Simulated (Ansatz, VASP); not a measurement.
**ZrC in VASP and in Ansatz**

Contents of INCAR:

```
ALGO = Normal
EDIFF = 1E-6
ENCUT = 520
GGA = PS
ISIF = 2
ISMEAR = 0
LASPH = True
LCHARG = False
LREAL = False
LWAVE = False
NBANDS = 15
NELM = 80
PREC = Accurate
SIGMA = 0.15
```

The input KPOINTS:

```
k-points
0
Gamma
  18 18 18
```

File POSCAR:

```
ZrC
1.0
    0.0000000000      2.3502100000      2.2797037000
    2.3502100000      0.0000000000      2.2797037000
    2.3502100000      2.3502100000      0.0000000000
Zr C
1 1
Direct
    0.5000000000      0.5000000000      0.5000000000
    0.0000000000      0.0000000000      0.0000000000
```

Input for Ansatz:

```yaml
crystal:
  lattice:
    - [0.0, 2.35021, 2.2797037]
    - [2.35021, 0.0, 2.2797037]
    - [2.35021, 2.35021, 0.0]
  atoms:
    - { symbol: Zr, position: [0.5, 0.5, 0.5] }
    - { symbol: C, position: [0.0, 0.0, 0.0] }
basis:
  ecutwfc: 420
kpoints:
  mp_grid: { grid: [18, 18, 18] }
hamiltonian:
  xc: pbesol
scf:
  occupations: { method: gaussian, width: 0.15 }
output:
  forces: true
  stress: true
  eigenvalues: true
```

Change from the starting cell: strain +0.000 along x and y, -0.030 along z, atoms carried along.

Alike in both runs: task single point; functional PBEsol; k mesh 18 × 18 × 18; occupations gaussian, width 0.15 eV; no spin polarisation.

|  | VASP | Ansatz |
| --- | --- | --- |
| version | VASP 6.6.1 | Ansatz 0.2.0 |
| potentials or method | VASP PAW PBE potentials, release 64 (Zr_sv, C) | scalar-relativistic, plane waves, PAW |
| plane-wave cutoff (eV) | 520 | 420 |
| valence electrons in the cell | 16 | 16 |

Ansatz gave:

* gap on the k mesh at the Fermi level (eV): none
* pressure (GPa): 2.9
* largest component of the traceless stress (GPa): 8.60

Q: Estimate VASP's values.

A: gap on the k mesh at the Fermi level (eV): none; pressure (GPa): 3.3; largest component of the traceless stress (GPa): 8.65.

A gap of «none» marks a metal or a gap that the smearing closes.

Caveats: the PAW data sets were made with another functional, which shifts forces and pressure a little (VASP).
